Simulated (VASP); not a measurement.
# HgSe (F-43m) in VASP: further runs

One crystal, HgSe, is run at these levels: BLYP, BLYP+D4, PBEsol; tasks: relaxation of cell and atoms, single point.

All numbers are computed with VASP 6.6.1; they aren't measurements. Logs are shortened: lines on timing, memory, paths and dates and some standing lists are left out, and cuts for length are marked.

## 1. Starting point

Symmetry: F-43m, No. 216, cubic system. Conventional cell: a = 6.078 Å, b = 6.078 Å, c = 6.078 Å, α = 90.00°, β = 90.00°, γ = 90.00°. Around Hg (site symmetry -43m) lie 4 Se at 2.63 Å. Se (site symmetry -43m) is surrounded by 4 Hg at 2.63 Å.

## 2. Relaxation of cell and atoms, BLYP

The input, INCAR:

```
SYSTEM = HgSe
PREC = Accurate
ENCUT = 600
EDIFF = 1E-7
ISMEAR = -1
SIGMA = 0.05
LREAL = .FALSE.
LASPH = .TRUE.
NELM = 100
ALGO = Fast
ISIF = 3
LWAVE = .FALSE.
LCHARG = .FALSE.
GGA = B5
ALDAX = 1.0
AGGAX = 1.0
AGGAC = 1.0
ALDAC = 0.0
IBRION = 2
NSW = 60
EDIFFG = -0.01
```

The input, KPOINTS:

```
regular mesh
0
G
  8 8 8
  0 0 0
```

The input, POSCAR:

```
HgSe
1.0
    0.0000000000      3.0390000000      3.0390000000
    3.0390000000      0.0000000000      3.0390000000
    3.0390000000      3.0390000000      0.0000000000
Hg Se
1 1
Direct
    0.0000000000      0.0000000000      0.0000000000
    0.7500000000      0.7500000000      0.7500000000
```

Potentials or basis: VASP PAW PBE potentials, release 64 (Hg, Se).

Launch:

```console
> cat potpaw_PBE.64/Hg/POTCAR potpaw_PBE.64/Se/POTCAR > POTCAR
> mpirun -np 1 vasp_std > vasp.out
```

OUTCAR:

```text
SYSTEM = HgSe
   PREC = Accurate
   ENCUT = 600
   EDIFF = 1E-7
   ISMEAR = -1
   LREAL = .FALSE.
   LASPH = .TRUE.
   NELM = 100
   ISIF = 3
   GGA = B5
   IBRION = 2
   NSW = 60
   EDIFFG = -0.01

 ion  position               nearest neighbor table
   1  0.000  0.000  0.000-   2 2.63   2 2.63   2 2.63   2 2.63
   2  0.750  0.750  0.750-   1 2.63   1 2.63   1 2.63   1 2.63

  LATTYP: Found a face centered cubic cell.
 ALAT       =     6.0780000000

  Lattice vectors:

 A1 = (   0.0000000000,   3.0390000000,   3.0390000000)
 A2 = (   3.0390000000,   0.0000000000,   3.0390000000)
 A3 = (   3.0390000000,   3.0390000000,   0.0000000000)

Analysis of symmetry for initial positions (statically):
=====================================================================
 Subroutine PRICEL returns:
 Original cell was already a primitive cell.

 Routine SETGRP: Setting up the symmetry group for a
 face centered cubic supercell.

 Subroutine GETGRP returns: Found 24 space group operations
 (whereof 24 operations were pure point group operations)
 out of a pool of 48 trial point group operations.

The static configuration has the point symmetry T_d .

Analysis of symmetry for dynamics (positions and initial velocities):
=====================================================================
 Subroutine PRICEL returns:
 Original cell was already a primitive cell.

 Routine SETGRP: Setting up the symmetry group for a
 face centered cubic supercell.

 Subroutine GETGRP returns: Found 24 space group operations
 (whereof 24 operations were pure point group operations)
 out of a pool of 48 trial point group operations.

The dynamic configuration has the point symmetry T_d .

 Subroutine INISYM returns: Found 24 space group operations
 (whereof 24 operations are pure point group operations),
 and found     1 'primitive' translations

----------------------------------------------------------------------------------------

                                     Primitive cell

  volume of cell :      56.1335

  direct lattice vectors                    reciprocal lattice vectors
     0.000000000  3.039000000  3.039000000    -0.164527805  0.164527805  0.164527805
     3.039000000  0.000000000  3.039000000     0.164527805 -0.164527805  0.164527805
     3.039000000  3.039000000  0.000000000     0.164527805  0.164527805 -0.164527805

  length of vectors
     4.297795016  4.297795016  4.297795016     0.284970518  0.284970518  0.284970518

  position of ions in fractional coordinates (direct lattice)
     0.000000000  0.000000000  0.000000000
     0.750000000  0.750000000  0.750000000

  ion indices of the primitive-cell ions
   primitive index   ion index
                 1           1
                 2           2

----------------------------------------------------------------------------------------

 KPOINTS: regular mesh

Automatic generation of k-mesh.
 Grid dimensions read from file:
 generate k-points for:    8    8    8

 Generating k-lattice:

  Cartesian coordinates                     Fractional coordinates (reciprocal lattice)
    -0.020565976  0.020565976  0.020565976     0.125000000  0.000000000  0.000000000
     0.020565976 -0.020565976  0.020565976     0.000000000  0.125000000  0.000000000
     0.020565976  0.020565976 -0.020565976     0.000000000  0.000000000  0.125000000

  Length of vectors
     0.035621315  0.035621315  0.035621315

  Shift w.r.t. Gamma in fractional coordinates (k-lattice)
     0.000000000  0.000000000  0.000000000

 Subroutine IBZKPT returns following result:
 ===========================================

 Found     29 irreducible k-points:

 Following reciprocal coordinates:
            Coordinates               Weight
  0.000000  0.000000  0.000000      1.000000
  0.125000  0.000000  0.000000      8.000000
  0.250000  0.000000  0.000000      8.000000
  0.375000  0.000000  0.000000      8.000000
  0.500000  0.000000  0.000000      4.000000
  0.125000  0.125000  0.000000      6.000000
[... 16 lines left out ...]
  0.500000  0.250000  0.125000     48.000000
 -0.375000  0.250000  0.125000     24.000000
 [... further k-points ...]
   k-points           NKPTS =     29   k-points in BZ     NKDIM =     29   number of bands    NBANDS=     13
   number of dos      NEDOS =    301   number of ions     NIONS =      2
   total plane-waves  NPLWV =  46656
   dimension x,y,z NGX =    36 NGY =   36 NGZ =   36
   dimension x,y,z NGXF=    72 NGYF=   72 NGZF=   72
   ions per type =               1   1
   NGX,Y,Z   is equivalent  to a cutoff of  13.93, 13.93, 13.93 a.u.
   NGXF,Y,Z  is equivalent  to a cutoff of  27.85, 27.85, 27.85 a.u.
 SYSTEM =  HgSe
   PREC   = accura    normal or accurate (medium, high low for compatibility)
   ISTART =      0    job   : 0-new  1-cont  2-samecut
   ICHARG =      2    charge: 1-file 2-atom 10-const
   ISPIN  =      1    spin polarized calculation?
   LNONCOLLINEAR =      F non collinear calculations
   LSORBIT =      F    spin-orbit coupling
   LASPH  =      T    aspherical Exc in radial PAW
   ENCUT  =  600.0 eV  44.10 Ry    6.64 a.u.   8.58  8.58  8.58*2*pi/ulx,y,z
   NELM   =    100;   NELMIN=  2; NELMDL= -5     # of ELM steps
   EDIFF  = 0.1E-06   stopping-criterion for ELM
   LREAL  =      F    real-space projection
   EDIFFG = -.1E-01   stopping-criterion for IOM
   NSW    =     60    number of steps for IOM
   IBRION =      2    ionic relax: 0-MD 1-quasi-New 2-CG
   NFREE  =      1    steps in history (QN), initial steepest desc. (CG)
   ISIF   =      3    stress and relaxation
   ISYM   =      2    0-nonsym 1-usesym 2-fastsym
   POTIM  = 0.5000    time-step for ionic-motion
   TEBEG  =    0.0;   TEEND  =   0.0 temperature during run
   PSTRESS=    0.0 pullay stress
   NELECT =      18.0000    total number of electrons
   NUPDOWN=      -1.0000    fix difference up-down
   EMIN   =  10.00;   EMAX   =-10.00  energy-range for DOS
   EFERMI =   0.00;   METHOD = LEGACY
   ISMEAR =    -1;   SIGMA  =   0.05  broadening in eV -4-tet -1-fermi 0-gaus
   EFERMI_NEDOS =   21; number of points for ismear=-14 and -15
   IALGO  =     68    algorithm
   IMIX   =      4    mixing-type and parameters
     AMIX     =   0.40;   BMIX     =  1.00
     AMIX_MAG =   1.60;   BMIX_MAG =  1.00
  volume/ion in A,a.u.               =      28.07       189.40
  Fermi-wavevector in a.u.,A,eV,Ry     =   1.120534  2.117502 17.083421  1.255596
  Thomas-Fermi vector in A             =   2.257181
   LORBIT       =      0    0 simple, 1 ext, 2 COOP (PROOUT), +10 PAW based schemes
   GGA     = B5    functional components
   LHFCALC =     F    Hartree Fock is set to
   AEXX    =    0.0000 exact exchange contribution
   IVDW    =     0    specifies the selected vdW correction
   LEPSILON=     F    determine dielectric tensor
   LRPA    =     F    only Hartree local field effects (RPA)
 conjugate gradient relaxation of ions
 non-spin polarized calculation
 RMM-DIIS sequential band-by-band and
  energy-cutoff  :      600.00
  volume of cell :       56.13
 maximum number of plane-waves:      1895
 NGX is ok and might be reduce to    36
   NGX = 17   NGY = 17   NGZ = 17

--------------------------------------- Ionic step        1  -------------------------------------------

 number of electron      17.9999998 magnetization

 Free energy of the ion-electron system (eV)
  ---------------------------------------------------
  ext. energy  EPLUGINS =         0.00000000
  ---------------------------------------------------
  free energy    TOTEN  =        -2.94507867 eV

  energy without entropy =       -2.94447479  energy(sigma->0) =       -2.94477673

------------------------ aborting loop because EDIFF is reached ----------------------------------------

  FORCE on cell =-STRESS in cart. coord.  units (eV):
  Direction    XX          YY          ZZ          XY          YZ          ZX
  --------------------------------------------------------------------------------------
  -------------------------------------------------------------------------------------
  Total        3.1505992      3.1505992      3.1505992      0.0000000     -0.0000000      0.0000000
  in kB       89.9252493     89.9252493     89.9252493      0.0000000     -0.0000000      0.0000000
  external PRESSURE =      89.9252493 kB  Pullay stress =       0.0000000 kB

 VOLUME and BASIS-vectors are now :
 -----------------------------------------------------------------------------
  energy-cutoff  :      600.00
  volume of cell :       56.13
      direct lattice vectors                 reciprocal lattice vectors
     0.000000000  3.039000000  3.039000000    -0.164527805  0.164527805  0.164527805
     3.039000000  0.000000000  3.039000000     0.164527805 -0.164527805  0.164527805
     3.039000000  3.039000000  0.000000000     0.164527805  0.164527805 -0.164527805
[... 109 lines left out ...]
 POSITION                                       TOTAL-FORCE (eV/Angst)
 -----------------------------------------------------------------------------------
      3.21826      6.43653      3.21826        -0.000000     -0.000000     -0.000000
      4.82739      4.82739      4.82739         0.000000      0.000000      0.000000
 -----------------------------------------------------------------------------------
    total drift:                               -0.000000     -0.000000      0.000000

  FREE ENERGIE OF THE ION-ELECTRON SYSTEM (eV)
  ---------------------------------------------------
  free  energy   TOTEN  =        -3.1920550153 eV

  energy  without entropy=       -3.1913059567  energy(sigma->0) =       -3.19168049

--------------------------------------- Ionic step        5  -------------------------------------------

 number of electron      18.0000000 magnetization

 Free energy of the ion-electron system (eV)
  ---------------------------------------------------
  ext. energy  EPLUGINS =         0.00000000
  ---------------------------------------------------
  free energy    TOTEN  =        -3.19206364 eV

  energy without entropy =       -3.19131591  energy(sigma->0) =       -3.19168978

 E-fermi :   0.7408     XC(G=0):  -7.8438

 val. band max:        0.6639993492   @ k =   0.0000   0.0000   0.0000
 cond. band min:       1.1291128396   @ k =   0.1250   0.0000   0.0000
 fundamental gap:      0.4651134904
 Fermi energy:         0.7408050292

 k-point     1 :       0.0000    0.0000    0.0000
  band No.  band energies     occupation
      1     -11.7919      2.00000
      2      -5.6569      2.00000
      3      -5.6569      2.00000
      4      -5.6569      2.00000
      5      -5.1731      2.00000
      6      -5.1731      2.00000
      7      -0.5428      2.00000
      8       0.6640      1.64580
      9       0.6640      1.64580
     10       0.6640      1.64580
     11       6.3185      0.00000
     12       6.3185      0.00000
     13       6.3185      0.00000

 k-point     2 :       0.1250    0.0000    0.0000
  band No.  band energies     occupation
      1     -11.7486      2.00000
      2      -5.6362      2.00000
      3      -5.6362      2.00000
      4      -5.6240      2.00000
      5      -5.1742      2.00000
      6      -5.1742      2.00000
      7      -1.1919      2.00000
      8       0.5538      1.95357
      9       0.5538      1.95357
     10       1.1291      0.00085
     11       5.9743      0.00000
[... 339 lines left out ...]
 k-point    24 :      -0.3750    0.2500    0.1250
  band No.  band energies     occupation
      1     -11.4348      2.00000
      2      -5.4972      2.00000
      3      -5.4668      2.00000
      4      -5.1967      2.00000
      5      -5.1566      2.00000
      6      -4.9090      2.00000
      7      -3.6835      2.00000
      8      -1.0763      2.00000
      9      -0.4053      2.00000
     10       2.9455      0.00000
     11       6.1663      0.00000
     12       6.7656      0.00000
     13       8.1073      0.00000

 [... further k-points ...]
[... 5 lines left out ...]
  --------------------------------------------------------------------------------------
  -------------------------------------------------------------------------------------
  Total        0.0061279      0.0061279      0.0061279      0.0000000      0.0000000      0.0000000
  in kB        0.1475041      0.1475041      0.1475041      0.0000000      0.0000000      0.0000000
  external PRESSURE =       0.1475041 kB  Pullay stress =       0.0000000 kB

 VOLUME and BASIS-vectors are now :
 -----------------------------------------------------------------------------
  energy-cutoff  :      600.00
  volume of cell :       66.56
      direct lattice vectors                 reciprocal lattice vectors
     0.000000000  3.216601302  3.216601302    -0.155443573  0.155443573  0.155443573
     3.216601302 -0.000000000  3.216601302     0.155443573 -0.155443573  0.155443573
     3.216601302  3.216601302 -0.000000000     0.155443573  0.155443573 -0.155443573

 POSITION                                       TOTAL-FORCE (eV/Angst)
 -----------------------------------------------------------------------------------
      3.21660     -0.00000      3.21660         0.000000      0.000000      0.000000
      4.82490      4.82490      4.82490        -0.000000     -0.000000     -0.000000
 -----------------------------------------------------------------------------------
    total drift:                               -0.000000     -0.000000      0.000000

  FREE ENERGIE OF THE ION-ELECTRON SYSTEM (eV)
  ---------------------------------------------------
  free  energy   TOTEN  =        -3.1920636439 eV

  energy  without entropy=       -3.1913159093  energy(sigma->0) =       -3.19168978

 reached required accuracy - stopping structural energy minimisation
```

Wall time 4.2 min (1 thread of AMD EPYC 7R43 (Zen 3), shared host); peak memory 0.2 GiB.

What came out:

| Property | Result |
| --- | --- |
| Free energy | -3.1921 eV |
| Relaxed volume | 33.28 Å³/atom |
| Relaxed cell | a = 4.549 Å, b = 4.549 Å, c = 4.549 Å, α = 60.00°, β = 60.00°, γ = 60.00° |
| Space group after relaxing (to 0.05 Å) | F-43m (No. 216) |
| Energy gained by relaxing | 123.5 meV/atom |
| Ionic steps | 5 |
| Pressure after relaxing | 0.0 GPa |
| Band gap on the k mesh | none (metal or under the smearing width) |

The path:
```
step  energy change (eV)  largest force (eV/Å)  pressure (GPa)  volume (Å³)
   1              0.0000                0.0000            8.99        56.13
   2             -0.2309                0.0000           -1.48        69.93
   3             -0.2470                0.0000            0.07        66.45
   4             -0.2470                0.0000           -0.05        66.66
   5             -0.2470                0.0000            0.01        66.56
```

Final structure:
```
CELL_PARAMETERS angstrom
0.00000 3.21660 3.21660
3.21660 0.00000 3.21660
3.21660 3.21660 0.00000
ATOMIC_POSITIONS crystal
Hg 0.00000 0.00000 0.00000
Se 0.75000 0.75000 0.75000
```

Caveat: the volume moved by over 15 % at a fixed basis, so the end points are rough; the PAW data sets were made with another functional, which shifts forces and pressure a little; the volume moved by +19 % from the deposited cell, more than functionals usually miss. BLYP gives volumes clearly too large for solids.

## 3. Single point, BLYP+D4

This run uses another cell than the first one, of 30.25 Å³/atom, 1.078 times its volume.

The input, INCAR:

```
SYSTEM = HgSe
PREC     = Accurate       ! precision mode
ENCUT    = 520            ! plane-wave cutoff, eV
EDIFF    = 1E-7           ! SCF threshold, eV
ISMEAR   = -1             ! smearing method
SIGMA    = 0.05           ! smearing width, eV
LREAL    = .FALSE.        ! projectors in reciprocal space
LASPH    = .TRUE.         ! aspherical terms in the spheres
NELM     = 100            ! most SCF steps
ALGO     = Fast           ! electronic algorithm
ISIF     = 2              ! what is computed and relaxed
LWAVE    = .FALSE.        ! write WAVECAR
LCHARG   = .FALSE.        ! write CHGCAR
GGA      = B5             ! functional
ALDAX    = 1.0          
AGGAX    = 1.0          
AGGAC    = 1.0          
ALDAC    = 0.0          
IVDW     = 13             ! dispersion correction
VDW_S6   = 1.0          
VDW_S8   = 2.34076671   
VDW_A1   = 0.44488865   
VDW_A2   = 4.0933009    
NBANDS   = 16             ! bands
```

The input, KPOINTS:

```
Automatic mesh
0
G
  8 8 8
  0 0 0
```

The input, POSCAR:

```
HgSe
1.0
    0.0000000000      3.1160091518      3.1160091518
    3.1160091518      0.0000000000      3.1160091518
    3.1160091518      3.1160091518      0.0000000000
Hg Se
1 1
Direct
    0.0000000000      0.0000000000      0.0000000000
    0.7500000000      0.7500000000      0.7500000000
```

Potentials or basis: VASP PAW PBE potentials, release 64 (Hg, Se).

Launch:

```console
> cat potpaw_PBE.64/Hg/POTCAR potpaw_PBE.64/Se/POTCAR > POTCAR
> mpirun -np 1 vasp_std > vasp.out
```

Wall time 39 s (1 thread of Intel Xeon Platinum 8488C (Sapphire Rapids), shared host); peak memory 0.21 GiB.

Results (log left out):

```yaml
Free_energy: -4.3208 eV
Pressure: 0.4 GPa
Band_gap_on_the_k_mesh: none (metal or under the smearing width)
Dispersion_energy_per_atom: -0.600 eV
```

Levels at points of the mesh, in eV from the Fermi level:
| k point | band 7 | band 8 | band 9 | band 10 | band 11 | band 12 |
| --- | --- | --- | --- | --- | --- | --- |
| (0.00, 0.00, 0.00) | -1.15 | -0.06 | -0.06 | -0.06 | 5.53 | 5.53 |
| (0.50, 0.00, 0.00) | -5.07 | -0.90 | -0.90 | 1.01 | 6.24 | 6.24 |
| (0.50, 0.50, 0.00) | -4.81 | -2.05 | -2.05 | 2.63 | 3.16 | 8.32 |

Caveat: the PAW data sets were made with another functional, which shifts forces and pressure a little; pairwise dispersion overbinds metals, which lowers pressure and volume. The run has no spin-orbit coupling, so splittings on Hg are missing.

[end of part 1 of 2]
